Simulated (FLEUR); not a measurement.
# Ni (c factor at fixed volume 1.15 on the database's cell): anisotropy by force theorems, part 2 of 2

Aim: the anisotropy of Ni (c factor at fixed volume 1.15 on the database's cell) from single passes in the potential of one collinear state.

FLEUR MaX-R8.1; PBE; all-electron FLAPW, Dirac cores, scalar-relativistic bands.

So far. Step 2 (The magnetic state): After 24 cycles the largest moment stands at 0.645 μB.

This is not the structure that Ni takes at ambient pressure and room temperature (fcc); it is a model or a phase of other conditions.

## Step 5: Spin–orbit coupling, moments along [001]

Level of this step: PBE; all-electron FLAPW, Dirac cores, scalar-relativistic bands with spin-orbit coupling (FLEUR).

Spin–orbit coupling ties the spins to the lattice and lets orbital moments form.

A new self-consistent run of the start ferro +, with the moments along z. The k list default-1 (kpts.xml, not shown) is a Γ-centred 28×28×28 mesh.

inp.xml reads:

```
<?xml version="1.0" encoding="UTF-8" standalone="no"?>
<fleurInput fleurInputVersion="0.39">
   <comment>
      Ni
   </comment>
   <calculationSetup>
      <cutoffs Kmax="3.83" Gmax="11.5" GmaxXC="11.5" numbands="38"/>
      <scfLoop itmax="110" minDistance="0.00002" maxIterBroyd="15" imix="Anderson" alpha="0.05" precondParam="0.0" spinf="2.0" sdNocoIR="T"/>
      <coreElectrons ctail="T" frcor="F" kcrel="0" coretail_lmax="0"/>
      <xcFunctional name="pbe" relativisticCorrections="F"/>
      <magnetism jspins="2"/>
      <soc l_soc="T" theta="0.0" phi="0.0" spav="F"/>
      <expertModes spex="0" secvar="F"/>
      <geometryOptimization l_f="F" forcealpha="1.0" forcemix="BFGS" epsdisp="0.00001" epsforce="0.00001"/>
      <ldaU l_linMix="F" mixParam="0.05" spinf="1.0"/>
   </calculationSetup>
   <cell>
      <bzIntegration valenceElectrons="18.0" mode="hist" fermiSmearingEnergy="0.00183747">
         <kPointListSelection listName="default-1"/>
         <xi:include xmlns:xi="http://www.w3.org/2001/XInclude" href="kpts.xml"> </xi:include>
      </bzIntegration>
      <xi:include xmlns:xi="http://www.w3.org/2001/XInclude" href="sym.xml"> </xi:include>
      <bulkLattice scale="1.0">
         <bravaisMatrix>
            <row-1>    0.0000000000000000     3.1048443245957622     3.8290107892491658</row-1>
            <row-2>    3.1048443245957622     0.0000000000000000     3.8290107892491658</row-2>
            <row-3>    3.1048443245957622     3.1048443245957622     0.0000000000000000</row-3>
         </bravaisMatrix>
      </bulkLattice>
   </cell>
   <atomSpecies>
      <species name="Nickel (Ni1.000" element="Ni" atomicNumber="28">
         <mtSphere radius="2.14" gridPoints="707" logIncrement="0.017"/>
         <atomicCutoffs lmax="8" lnonsphr="6"/>
         <electronConfig flipSpins="F">
            <coreConfig>(1s1/2) (2s1/2) (2p1/2) (2p3/2)</coreConfig>
            <valenceConfig>(3s1/2) (3p1/2) (3p3/2) (4s1/2) (3d3/2) (3d5/2)</valenceConfig>
            <stateOccupation state="(3d3/2)" spinUp="1.6" spinDown="1.6"/>
            <stateOccupation state="(3d5/2)" spinUp="2.9" spinDown="1.9"/>
         </electronConfig>
         <energyParameters s="4" p="4" d="3" f="4"/>
         <lo type="SCLO" l="0" n="3" eDeriv="0"/>
         <lo type="SCLO" l="1" n="3" eDeriv="0"/>
      </species>
   </atomSpecies>
   <atomGroups>
      <atomGroup species="Nickel (Ni1.000">
         <relPos label="                   1">.0000000000 .0000000000 .0000000000</relPos>
         <force calculate="T" relaxXYZ="TTT"/>
      </atomGroup>
   </atomGroups>
   <output dos="F" band="F" slice="F">
      <bandDOS minEnergy="-.5*Htr" maxEnergy="0.5*Htr" sigma="0.015" storeEVData="T"/>
      <plotting iplot="0" polar="F">
         <plot TwoD="T" vec1="  1.0  0.0  0.0" vec2="  0.0  1.0  0.0" vec3="  0.0  0.0  1.0" zero="  0.0  0.0  0.0" file="plot"/>
      </plotting>
      <moessbauerParams electricFieldGradient="F" isomerShift="F" coreHyperfine="F" valenceHyperfine="F"/>
   </output>
</fleurInput>
```

crystal.txt reads:

```
Ni
&input film=F cartesian=F /
0.00000000000  1.64301286000  2.02622525000
1.64301286000  0.00000000000  2.02622525000
1.64301286000  1.64301286000  0.00000000000
1.8897261246
1.0 1.0 1.0

1
28 0.00000000000  0.00000000000  0.00000000000 : 1.000

&soc 0.0000000 0.0000000 /
&kpt div1=28 div2=28 div3=28 gamma=T /
```

Started as:

```bash
$ OMP_NUM_THREADS=1 inpgen -f crystal.txt > inpgen.log  # inp.xml is then edited as shown
$ OMP_NUM_THREADS=1 mpirun -n 4 fleur_MPI > fleur.log
```

Output:

```text
[banner, memory and clock lines left out]
Welcome to FLEUR        (www.flapw.de)
      MaX-Release 8.1          (www.max-centre.eu)

 ========== k-point set info ==========
 Selected k-point list: default-1
 k-point list type: mesh
 0 x 0 x 0
 Number of k points: 2860

 [... set-up left out ...]
 Iteration:     1   Distance:       9.78733138 me/bohr^3
 Iteration:     2   Distance:       9.31921136 me/bohr^3
 Iteration:     3   Distance:       5.94871127 me/bohr^3
 Iteration:     4   Distance:       2.16504512 me/bohr^3
 Iteration:     5   Distance:       2.38491964 me/bohr^3
 Iteration:     6   Distance:       1.37816626 me/bohr^3
 Iteration:     7   Distance:       1.18610290 me/bohr^3
 Iteration:     8   Distance:       0.60632857 me/bohr^3
 Iteration:     9   Distance:       0.42953170 me/bohr^3
 Iteration:    10   Distance:       0.21536407 me/bohr^3
 Iteration:    11   Distance:       0.24183617 me/bohr^3
 Iteration:    12   Distance:       0.08063473 me/bohr^3
 Iteration:    13   Distance:       0.01479653 me/bohr^3
 Iteration:    14   Distance:       0.02400094 me/bohr^3
 Iteration:    15   Distance:       0.00312320 me/bohr^3
 Iteration:    16   Distance:       0.00305253 me/bohr^3
 Iteration:    17   Distance:       0.00172075 me/bohr^3
 Iteration:    18   Distance:       0.00033811 me/bohr^3
 Iteration:    19   Distance:       0.00011718 me/bohr^3
 Iteration:    20   Distance:       0.00008908 me/bohr^3
 Iteration:    21   Distance:       0.00003966 me/bohr^3
 Iteration:    22   Distance:       0.00000483 me/bohr^3

 ********************************************************************
 Run finished successfully
 Stop message:
   all done
 ********************************************************************

--- out.xml (last complete iteration) ---
<iteration numberForCurrentRun="   22" overallNumber="   22">
         [... left out ...]
         <bandgap value="0.0000000000" units="eV"/>
         <sumValenceSingleParticleEnergies value="-16.3249200234" units="Htr"/>
         <FermiEnergy value="0.3388249292" units="Htr"/>
         [... left out ...]
         <magneticMomentsInMTSpheres units="muBohr">
            <globalMagMoment atomType="1" vec="0.00000   0.00000   0.60222"/>
         </magneticMomentsInMTSpheres>
         <orbitalMomentsInMTSpheres units="muBohr">
            <globalMagMoment atomType="1" vec="0.00000   0.00000   0.03953"/>
         </orbitalMomentsInMTSpheres>
         [... left out ...]
         <totalEnergy value="    -1520.8247973139" units="Htr">
            <sumOfEigenvalues value="     -871.8534492243">
               <coreElectrons value="-855.5285292009"/>
               <valenceElectrons value="-16.3249200234"/>
            </sumOfEigenvalues>
         [... left out ...]
            <freeEnergy value="-1520.8254438517"/>
            <extrapolationTo0K value="-1520.8251205828"/>
         </totalEnergy>
         <densityConvergence units="me/bohr^3">
            <chargeDensity spin="1" distance="0.0000035508"/>
            <chargeDensity spin="2" distance="0.0000023404"/>
            <overallChargeDensity distance="0.0000048296"/>
            <spinDensity distance="0.0000035840"/>
         </densityConvergence>
      </iteration>
```

Run time: 7.4 min. Hardware: 4 MPI ranks of Arm Neoverse N1, shared host; peak memory 0.82 GiB; 30 min of CPU time.

This step gave:

```yaml
free_energy: -41383.7686 eV
program_s_band_gap_on_this_mesh_in_a_metal_only_a_level_spacing: 0 eV
magnetization: 0.5706 μB
final_state: ferromagnetic
largest_moment: 0.6022 μB
orbital_moment_along_the_spin: 0.03953 μB
```

Orbital moment in the sphere, along the spin axis by atom:

```tsv
atom	orbital moment in the sphere, along the spin axis (μB)
Ni1	0.0395
```

## Step 6: Outcome

```
reference state                                                             : ferromagnetic
largest sphere moment                                                       : 0.645 μB
easy direction of those tried                                               : the plane normal to [001]
energy along [100] less [001], force theorem                                : -0.0739 meV a primitive cell
orbital moment on the atom of largest spin, along its spin (spin–orbit run) : 0.0395 μB
```

By the force theorem the moments prefer the plane normal to [001], with no direction in it resolved; shape anisotropy is not in it. The difference for the second direction goes from -0.075 meV (mesh 19×19×19, 38 states, 5.4 min of CPU time) to -0.074 meV (mesh 28×28×28, 38 states, 17 min). On the atom of largest spin the orbital moment is almost quenched. The state was typed, and no other order was converged beside it, so it need not be the ground state.

[Logs and program files are shortened in this print: banners, set-up blocks, solver, clock and traceback lines can be left out without a mark of their own.]

[Logs are printed without paths, hosts, clocks, repeated set-up lines and the standing remarks that a program may print on its own settings, such as how far it seeks lower states.]

[Hosts, paths, dates, database ids (printed as entryN), source tags and the programs' standing remarks are cut or masked in the printed files.]

[Where a cell is said to come from a database of computed structures, the database is the Materials Project.]
